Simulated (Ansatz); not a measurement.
Structure relaxation of Cd3I2

All numbers below come from Ansatz, DFT PBE, scalar-relativistic, plane waves, PAW. Cutoff 420 eV, Γ-centred k mesh, Gaussian smearing, no spin polarisation in the final step.

The start is a random cell of Cd3I2 with space group P-6m2 (No. 187), drawn with lower limits on the distances.

```
CELL_PARAMETERS angstrom
5.79553 0.00000 0.00000
-2.89777 5.01908 0.00000
0.00000 0.00000 6.11089
ATOMIC_POSITIONS crystal
Cd 0.12500 0.25000 0.00000
Cd 0.12500 0.87500 0.00000
Cd 0.75000 0.87500 0.00000
I 0.33333 0.66667 0.29605
I 0.33333 0.66667 0.70395
```

Cell and atoms relax at zero pressure; the relaxation can't lower the symmetry of the start. After a coarse first stage the cell is made exact in the group found at 0.06 Å.

Energies over the elements count from the elements' standard structures at the same level, with no empirical corrections.

(1) Describe the relaxed structure.

(2) What are its volume, energy, density and gap?

Results:

(1) It keeps P-6m2 (No. 187). Conventional cell: a = 5.872 Å, c = 8.863 Å. Cd has 2 Cd at 2.84 Å, 2 Cd at 3.03 Å and 2 I at 3.12 Å; I is coordinated by 3 Cd at 3.12 Å and 1 I at 3.69 Å.

Space group P-6m2 (No. 187). a = 5.872 Å, b = 5.872 Å, c = 8.863 Å, α = 90.00°, β = 90.00°, γ = 120.00°
```
atom site symmetry x y z
  Cd    3j mm2  0.8281  0.6563  0.0000
   I    2g       3m.  0.0000  0.0000  0.2919
```

(2) The volume per atom is 52.92 Å³. The density is 3.71 g/cm³ and the energy over the elements is -0.03 eV/atom. The gap on the 6×6×4 mesh is 0 eV (a metal).

The final run used a 6×6×4 mesh on its 5-atom cell and 0.10 eV smearing. For metals, differences of a few meV/atom aren't resolved. Spin–orbit coupling is left out. Symmetry constrained the relaxation, so the result can be a saddle point. The steps took about 3 core-minutes in all.